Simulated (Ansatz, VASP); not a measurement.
**RbBr in VASP and in Ansatz**

```
Rb Br
1.0
     0.00000    3.47408    3.47408
     3.47408    0.00000    3.47408
     3.47408    3.47408    0.00000
Rb Br
1 1
Direct
  0.00000 0.00000 0.00000
  0.50000 0.50000 0.50000
```

The cell was built by a generator and isn't the measured one.

Alike in both runs: task single point; functional PBEsol; k mesh 4 × 4 × 4; occupations gaussian, width 0.05 eV; no spin polarisation.

|  | VASP | Ansatz |
| --- | --- | --- |
| version | VASP 6.6.1 | Ansatz 0.2.0 |
| potentials or method | VASP PAW PBE potentials, release 64 (Rb_sv, Br) | scalar-relativistic, plane waves, PAW |
| plane-wave cutoff (eV) | 520 | 420 |
| valence electrons in the cell | 16 | 16 |

|  | VASP | Ansatz | Ansatz less VASP |
| --- | --- | --- | --- |
| gap on the k mesh at the Fermi level (eV) | 4.12 | 4.12 | +0.002 |
| least direct gap on the mesh (eV) | 4.12 | 4.12 | +0.002 |
| pressure (GPa) | -0.5 | -0.6 | -0.03 |

Caveats: the PAW data sets were made with another functional, which shifts forces and pressure a little (VASP).
